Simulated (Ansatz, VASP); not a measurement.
## Two plane-wave programs on KTaO3

File INCAR:

```
ALGO     = Fast           # electronic algorithm
EDIFF    = 1E-8           # SCF threshold, eV
ENCUT    = 520            # plane-wave cutoff, eV
GGA      = PE             # functional
ISIF     = 2              # what is computed and relaxed
ISMEAR   = 0              # smearing method
LASPH    = T              # aspherical terms in the spheres
LCHARG   = F              # write CHGCAR
LEFG     = T            
LREAL    = Auto         
LWAVE    = F              # write WAVECAR
NBANDS   = 92             # bands
NELM     = 100            # most SCF steps
PREC     = Accurate       # precision mode
SIGMA    = 0.01           # smearing width, eV
```

KPOINTS

```
k-points
0
Gamma
  4 4 4
```

POSCAR

```
KTaO3
1.0
   -3.9948813700      3.9948813700      3.9948813700
    3.9948813700     -3.9948813700      3.9948813700
    3.9948813700      3.9948813700     -3.9948813700
K Ta O
4 4 12
Direct
    0.5000000000      0.5000000000      0.5000000000
    0.0000000000      0.0000000000      0.5000000000
    0.0000000000      0.5000000000      0.0000000000
    0.5000000000      0.0000000000      0.0000000000
    0.0000000000      0.0000000000      0.0000000000
    0.5000000000      0.5000000000      0.0000000000
    0.5000000000      0.0000000000      0.5000000000
    0.0000000000      0.5000000000      0.5000000000
    0.2500000000      0.0000000000      0.2500000000
    0.7500000000      0.5000000000      0.2500000000
    0.7500000000      0.0000000000      0.7500000000
    0.2500000000      0.5000000000      0.7500000000
    0.2500000000      0.2500000000      0.0000000000
    0.7500000000      0.7500000000      0.0000000000
    0.7500000000      0.2500000000      0.5000000000
    0.2500000000      0.7500000000      0.5000000000
    0.0000000000      0.2500000000      0.2500000000
    0.5000000000      0.7500000000      0.2500000000
    0.5000000000      0.2500000000      0.7500000000
    0.0000000000      0.7500000000      0.7500000000
```

Input for Ansatz:

```yaml
crystal:
  lattice:
    - [-3.99488137, 3.99488137, 3.99488137]
    - [3.99488137, -3.99488137, 3.99488137]
    - [3.99488137, 3.99488137, -3.99488137]
  atoms:
    - { symbol: K, position: [0.5, 0.5, 0.5] }
    - { symbol: K, position: [0.0, 0.0, 0.5] }
    - { symbol: K, position: [0.0, 0.5, 0.0] }
    - { symbol: K, position: [0.5, 0.0, 0.0] }
    - { symbol: Ta, position: [0.0, 0.0, 0.0] }
    - { symbol: Ta, position: [0.5, 0.5, 0.0] }
    - { symbol: Ta, position: [0.5, 0.0, 0.5] }
    - { symbol: Ta, position: [0.0, 0.5, 0.5] }
    - { symbol: O, position: [0.25, 0.0, 0.25] }
    - { symbol: O, position: [0.75, 0.5, 0.25] }
    - { symbol: O, position: [0.75, 0.0, 0.75] }
    - { symbol: O, position: [0.25, 0.5, 0.75] }
    - { symbol: O, position: [0.25, 0.25, 0.0] }
    - { symbol: O, position: [0.75, 0.75, 0.0] }
    - { symbol: O, position: [0.75, 0.25, 0.5] }
    - { symbol: O, position: [0.25, 0.75, 0.5] }
    - { symbol: O, position: [0.0, 0.25, 0.25] }
    - { symbol: O, position: [0.5, 0.75, 0.25] }
    - { symbol: O, position: [0.5, 0.25, 0.75] }
    - { symbol: O, position: [0.0, 0.75, 0.75] }
kpoints:
  mp_grid: { grid: [4, 4, 4] }
scf:
  occupations: { method: fixed }
hamiltonian:
  xc: pbe
  pseudopotentials: { kind: paw }
output:
  forces: true
  efg:
    quadrupole_moments_barn: { K: 0.0603, Ta: 3.17, O: -0.02558 }
    contact_densities: true
  core_levels:
    shells: { O: "1s", K: "2p", Ta: "4f" }
    counted_from: valence_top
    eps_inf: [5.311, 5.311, 5.311]
```

Alike in both runs: task electric field gradients; functional PBE; k mesh 4 × 4 × 4; no spin polarisation.

|  | VASP | Ansatz |
| --- | --- | --- |
| version | VASP 6.6.1 | Ansatz 0.2.0 |
| potentials or method | VASP PAW PBE potentials, release 64 (K_sv, Ta_pv, O) | plane-wave PAW, scalar-relativistic |
| plane-wave cutoff (eV) | 520 | 420 |
| occupations | gaussian, width 0.01 eV | fixed |
| valence electrons in the cell | 152 | 160 |

VASP gave:

```
gap on the k mesh at the Fermi level (eV)                      : 2.17
Vzz of the field gradient on the site that differs most (V/Å²) : 20.8
```

Question: Which values does Ansatz return?

Answer: gap on the k mesh at the Fermi level (eV): 2.21; Vzz of the field gradient on the site that differs most (V/Å²): 23.0.

The two sets of potentials don't hold the same shells in valence. Ansatz warned: «gradients_without_spin_orbit».

Caveats: spin-orbit coupling is left out, which moves the levels of the heavy elements. A k mesh can miss the band edges. As with any semilocal functional, this PBE gap is likely too small.
